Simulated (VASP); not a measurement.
Wanted: the native input for a VASP 6.6.1 run.

- Task: band structure
- Functional: LDA
- Potentials or basis: VASP PAW LDA potentials, release 64 (Cu, O)
- Cutoff: 520 eV
- k mesh: 10 × 10 × 5
- Occupations: fermi-dirac, width 0.05 eV
- Spin: no spin polarisation
- Further INCAR settings: ALGO = Fast; EDIFF = 1e-07; NBANDS = 25

Crystal: CuO (Tenorite).

```xyz
4
Lattice="2.3418 -1.7113 0.0000 2.3418 1.7113 0.0000 -0.8500 0.0000 5.0579" Properties=species:S:1:pos:R:3 pbc="T T T"
Cu    0.7459   -0.8557    2.5289
Cu    1.1709    0.8557    0.0000
O     1.7043    0.2793    3.7934
O     2.1293   -0.2793    1.2645
```

These files were run (other wordings do the same):

POSCAR

```
CuO
1.0
    2.3418500000     -1.7113000000      0.0000000000
    2.3418500000      1.7113000000      0.0000000000
   -0.8500274268      0.0000000000      5.0578693947
Cu O
2 2
Direct
    0.5000000000      0.0000000000      0.5000000000
    0.0000000000      0.5000000000      0.0000000000
    0.4184000000      0.5816000000      0.7500000000
    0.5816000000      0.4184000000      0.2500000000
```

INCAR.step1

```
SYSTEM = CuO
PREC = Accurate
ENCUT = 520
EDIFF = 1E-7
ISMEAR = -1
SIGMA = 0.05
LREAL = .False.
LASPH = .True.
NELM = 80
ALGO = Fast
ISIF = 2
LWAVE = .False.
LCHARG = .True.
LMAXMIX = 4
GGA = CA
NBANDS = 25
```

KPOINTS.step1

```
regular mesh
0
Gamma
  10 10 5
  0 0 0
```

INCAR.step2

```
SYSTEM = CuO
PREC = Accurate
ENCUT = 520
EDIFF = 1E-7
ISMEAR = 0
SIGMA = 0.05
LREAL = .False.
LASPH = .True.
NELM = 80
ALGO = Fast
ISIF = 2
LWAVE = .False.
LCHARG = .False.
LMAXMIX = 4
GGA = CA
NBANDS = 25
ICHARG = 11
```

KPOINTS.step2

```
path GYFLI,I1ZF1,YX1,XGN,MG
10
line-mode
reciprocal
 0.0000000000  0.0000000000  0.0000000000  G
-0.5000000000 -0.5000000000  0.0000000000  Y

-0.5000000000 -0.5000000000  0.0000000000  Y
-0.5247847702 -0.5247847702  0.3275098836  F

-0.5247847702 -0.5247847702  0.3275098836  F
-0.5000000000 -0.5000000000  0.5000000000  L

-0.5000000000 -0.5000000000  0.5000000000  L
-0.6335075857 -0.3664924143  0.5000000000  I

-0.3664924143  0.3664924143  0.5000000000  I1
 0.0000000000  0.0000000000  0.5000000000  Z

 0.0000000000  0.0000000000  0.5000000000  Z
-0.4752152298 -0.4752152298  0.6724901164  F1

-0.5000000000 -0.5000000000  0.0000000000  Y
-0.6127316330 -0.3872683670  0.0000000000  X1

-0.3872683670  0.3872683670  0.0000000000  X
 0.0000000000  0.0000000000  0.0000000000  G

 0.0000000000  0.0000000000  0.0000000000  G
-0.5000000000  0.0000000000  0.0000000000  N

-0.5000000000  0.0000000000  0.5000000000  M
 0.0000000000  0.0000000000  0.0000000000  G
```

Potentials or basis: VASP PAW LDA potentials, release 64 (Cu, O).

Launch:

```console
$ cat potpaw_LDA.64/Cu/POTCAR potpaw_LDA.64/O/POTCAR > POTCAR
$ cp INCAR.step1 INCAR
$ cp KPOINTS.step1 KPOINTS
$ mpirun -np 1 vasp_std > vasp.out
$ cp INCAR.step2 INCAR
$ cp KPOINTS.step2 KPOINTS
$ mpirun -np 1 vasp_std > vasp.out
```

Results of the run:

| Property | Result |
| --- | --- |
| Band gap along the path | none (metal or under the smearing width) |

Caveat: the log is that of the step along the path at fixed density, whose energy, stress, charges and moments have no meaning; the run has no spin polarisation, though such a crystal can be magnetic; semilocal functionals often make such compounds metallic where correlation or magnetic order opens a gap, which also shifts bond lengths.

It took 2.7 min on 1 thread of Intel(R) Xeon(R) Platinum 8259CL CPU @ 2.50GHz (Skylake/Cascade Lake), with other jobs on the host, peak memory 0.23 GiB.
